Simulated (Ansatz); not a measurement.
## CaF2 (Fluorite) under changes of volume

One of the cells (13.579 Å³/atom); the others are scaled copies at fixed shape and fractional positions:

```xyz
3
Lattice="0.0000 2.7310 2.7310 2.7310 0.0000 2.7310 2.7310 2.7310 0.0000" Properties=species:S:1:pos:R:3 pbc="T T T"
Ca    0.0000    0.0000    0.0000
F     4.0965    4.0965    4.0965
F     1.3655    1.3655    1.3655
```

```yaml
Program: Ansatz 0.2.0
Functional: PBE
Potentials_or_basis: Ansatz PAW
Cutoff: "420 eV (not typed: the program's choice for these potentials)"
k_mesh: 8 × 8 × 8
Occupations: fermi-dirac, width 0.05 eV
Spin: no spin polarisation
```

| volume (Å³/atom) | energy over the lowest point (meV/atom) | pressure (GPa) | gap on the mesh (eV) |
| --- | --- | --- | --- |
| 12.764 | 28.34 | 8.4 | 7.68 |
| 13.036 | 16.17 | 6.1 | 7.55 |
| 13.308 | 7.53 | 4.0 | 7.42 |
| 13.579 | ? | ? | ? |
| 13.851 | 0.00 | 0.5 | 7.18 |
| 14.122 | 0.35 | -0.9 | 7.07 |
| 14.394 | 3.06 | -2.3 | 6.96 |

What does the run at 13.579 Å³/atom give?

Energy over the lowest point 2.29 meV/atom; pressure 2.2 GPa; gap on the mesh 7.30 eV.

Worked out: A Birch-Murnaghan fit of order 3 (a polynomial in V^(-2/3)) to the other rows has its minimum at 13.95 Å³/atom with B0 = V·E''(V) = 77 GPa and B' = 4.4. It gives 2.31 meV/atom at 13.579 Å³/atom, against the run's 2.29, and -dE/dV = 2.2 GPa, against 2.2. A straight line through the other rows of the gap, of slope -6 eV per unit of ln V, gives 7.30 eV, against the run's 7.30.

Energies are extrapolated to zero smearing.

A mesh can miss the band edges.
